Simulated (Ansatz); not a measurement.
I need a calculation of the dielectric tensor and Born charges of GaAs, space group F-43m. Use the Ansatz DFT code, driven from Python. Settings: PBEsol, PAW, cutoff 450 eV, 6×6×6 k-points, fixed occupations.

`gaas.xyz`
```text
2
Lattice="0.0 2.82685 2.82685 2.82685 0.0 2.82685 2.82685 2.82685 0.0" Properties=species:S:1:pos:R:3 pbc="T T T"
Ga    0.00000000    0.00000000    0.00000000
As    1.41342500    1.41342500    1.41342500
```

`eps.py`
```python
'''Response of GaAs to an electric field.'''

import ansatz
import numpy as np


def main() -> None:
    crystal = ansatz.Crystal.from_extxyz('gaas.xyz')

    # an insulator: whole occupations
    setup = (
        crystal.calculation()
        .functional(ansatz.Functional.PBESOL)
        .basis(450)
        .kpoints(mesh=(6, 6, 6))
        .occupations('fixed')
        .dielectric()
    )
    done = setup.run(threads=1)
    response = done.dielectric
    eps = np.asarray(response.eps_inf)

    values = np.linalg.eigvalsh(eps)
    print('principal values of eps_inf:', np.round(values, 3))
    print('refractive indices:', np.round(np.sqrt(values), 3))
    for site, z in zip(done.lattice.sites, response.zstar_e):
        print(f'{site.symbol:2s} Z* trace/3 = {np.trace(z) / 3:+.3f} e')
    print(f'charge neutrality missed by {response.zstar_sum_residual_pre_e:.4f} e before the sum rule')


if __name__ == '__main__':
    main()
```

`python eps.py` gives:
```text
principal values of eps_inf: [14.17 14.17 14.17]
refractive indices: [3.764 3.764 3.764]
Ga Z* trace/3 = +2.111 e
As Z* trace/3 = -2.111 e
charge neutrality missed by 0.0000 e before the sum rule
```

What to keep in mind:
- Under fixed occupations the level called the Fermi level is the highest filled one on the SCF mesh; off the mesh a filled band can lie a little above it.
- Pressure is positive in compression.
- The starting cell is as deposited in a crystallographic database; the results hold for this polymorph, which needn't be the stable one.
- This is the electronic (clamped-ion) response; a semilocal gap that is too small tends to raise it. The typed mesh is that of the SCF; the response is solved on denser meshes that the run picks.
- Wall time of the script: 38 s on 1 thread of Arm Neoverse V1, on a shared host, peak memory 0.58 GiB.
